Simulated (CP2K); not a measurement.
SnO2:

```
Sn O
1.0
     5.15096    0.00000    0.00000
     4.13561    3.07067    0.00000
     4.13561    1.36747    2.74937
Sn O
1 2
Direct
  0.50000 0.50000 0.50000
  0.76283 0.76283 0.76283
  0.23717 0.23717 0.23717
```

Measurements of this composition are mostly on another form, of space group No. 136.

Program: CP2K 2026.2. Alike in all runs: task band structure; no spin polarisation; cell as given; k mesh 10 × 10 × 10.

Question: Order these runs on this cell by their pressure, lowest first.
A. level LDA; potentials or basis GTH_POTENTIALS Sn GTH-PADE-q4, O GTH-PADE-q6; TZVP-MOLOPT-PBE-GTH basis; smearing fermi-dirac 0.01 eV; NGRIDS 5; points a segment of the path (NPOINTS) 6; CUTOFF of the grids 600 Ry
B. level r2SCAN; potentials or basis POTENTIAL_UZH Sn GTH-SCAN-q4, O GTH-SCAN-q6; TZVP-MOLOPT-SCAN-GTH basis; smearing fermi-dirac 0.05 eV; NGRIDS 4; points a segment of the path (NPOINTS) 8; CUTOFF of the grids 850 Ry
C. level PBEsol; potentials or basis POTENTIAL_UZH Sn GTH-PBE-q4, O GTH-PBE-q6; TZVP-MOLOPT-PBE-GTH basis; smearing fermi-dirac 0.0259 eV; NGRIDS 5; points a segment of the path (NPOINTS) 6; CUTOFF of the grids 600 Ry

Answer: B (-18.1 GPa), A (-9.4 GPa), C (1.7 GPa).

Caveats: the basis of atomic orbitals isn't converged, which shifts pressures, moduli and gaps; the potentials were made for another functional, which shifts forces and pressure (some runs); so large a pressure means that the cell lies far from this level's equilibrium, or that cutoff or potentials fall short (some runs).
